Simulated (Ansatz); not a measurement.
# Calculated records

**Sb2S3 (Stibnite): band gap by G0W0 on HSE06**

Symmetry: Pnma, No. 62, orthorhombic system. The conventional cell has a = 11.311 Å, b = 3.839 Å, c = 11.223 Å, α = 90.00°, β = 90.00°, γ = 90.00°. Sb has 6 S at 2.52 to 3.16 Å nearest. Nearest to Sb lie 5 S at 2.46 to 2.85 Å. Nearest to S lie 3 Sb at 2.52 to 2.68 Å. Nearest to S lie 5 Sb at 2.46 to 3.11 Å. S has 3 Sb at 2.54 to 3.16 Å nearest. Farther neighbours and most contacts between anions are not listed.

```
method                                              : G0W0 on HSE06, plane waves, PAW (and 1 further level or step)
program                                             : Ansatz 0.2.0
settings of one run                                 : cutoff 420 eV, 2×4×2 k-mesh, default PAW, empty bands 676, screening cutoff 72 eV, screening contour deformation, QP bands (v2, c2)
cost                                                : 2 runs, 1.9 min in all on 1 × NVIDIA GB200 with 32 threads of Arm Neoverse V2, shared host (the runs of this entry)
notes                                               : In doubt: masses and optical values from hybrid runs of this build are listed as unsure (in some of the runs), which bears on the screening that GW takes from such a start. The cell and positions come from the Crystallography Open Database and are kept as given unless a step says otherwise. Limits: no spin-orbit coupling. The differences hold parts that these runs do not separate: finite bands, cutoffs and mesh, points of the zone that were not corrected, the start of G0W0, spin-orbit coupling missing from it, static nuclei, no electron-hole attraction, and what each experiment reads as the gap. [rest of the remark cut]
HSE06 gap over mesh and listed points               : 1.816 eV, from k = Γ to k = (0.000, 0.000, 0.500)
G0W0@HSE06 gap over 9 of 12 irreducible mesh points : 1.847 eV, from k = Γ to k = (0.000, 0.000, -0.500)
GW settings                                         : 2×4×2 mesh, 676 empty bands, screening to 72 eV
known limits                                        : finite bands, screening cutoff and k mesh; no spin-orbit coupling in G0W0
```

Over 9 of 12 irreducible mesh points the G0W0 gap is 1.847 eV, from k = Γ to k = (0.000, 0.000, -0.500). The HSE06 gap of this run on the mesh is 1.816 eV. The two states that bound the G0W0 gap lie that far apart at the start, so the correction of the gap is 1.847 − 1.816 = +0.031 eV. The valence state moves by 7.103 − 6.923 = +0.180 eV and the conduction state by 8.950 − 8.739 = +0.211 eV, on the run's own scale; how far single levels stand from their limit in bands is not shown.

[Paths, hosts, dates, memory and timing lines, banners, echoed tables and standing remarks are left out of the program output.]

[Logs are printed without paths, hosts, clocks, repeated set-up lines and the standing remarks that a program may print on its own settings, such as how far it seeks lower states.]

[Runs of the session that timed out or met a known fault of the program may be left out.]

[Cells called generated may have been cut or substituted from an entry of the Crystallography Open Database or the Materials Project.]

[Hosts, paths, dates, database ids (printed as entryN), source tags and the programs' standing remarks are cut or masked in the printed files.]
